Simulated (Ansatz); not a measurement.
A crystal relaxed with r2SCAN in the plane-wave code Ansatz has space group P6_3mc (No. 186) and a = 4.015 Å, c = 13.002 Å.

```csv
atom,site,x,y,z
Mg,2a,0.0000,0.0000,0.9989
Mg,2b,0.3333,0.6667,0.2498
Xx,2a,0.0000,0.0000,0.1880
Xx,2b,0.3333,0.6667,0.4383
```

The r2SCAN gap is direct at Γ: 4.14 eV. HSE06 gives a direct gap of 4.53 eV at Γ. With PBE the gap is 3.47 eV and direct, at Γ. Meshes: r2SCAN 12×12×2, HSE06 6×6×2, PBE 12×12×2. r2SCAN's ε∞ is 3.7 along x and y, 3.8 along z.

**Question.** Which element is Xx?
A. S
B. Te
C. Se
D. O

**Answer.** A. Xx is S: MgS, 4H polytype. Mg has 4 S at 2.45–2.46 Å; Mg has 4 S at 2.45 Å; S has 4 Mg at 2.45–2.46 Å; S has 4 Mg at 2.45 Å.

These are computed values for a spin-unpolarised cell that may be hypothetical; none is a measurement.

The meshes of the hybrids are coarse, so their gaps aren't converged to the digits shown.

For a response run the program warns that the ground state's bands aren't all converged, so ε∞ carries an extra error.
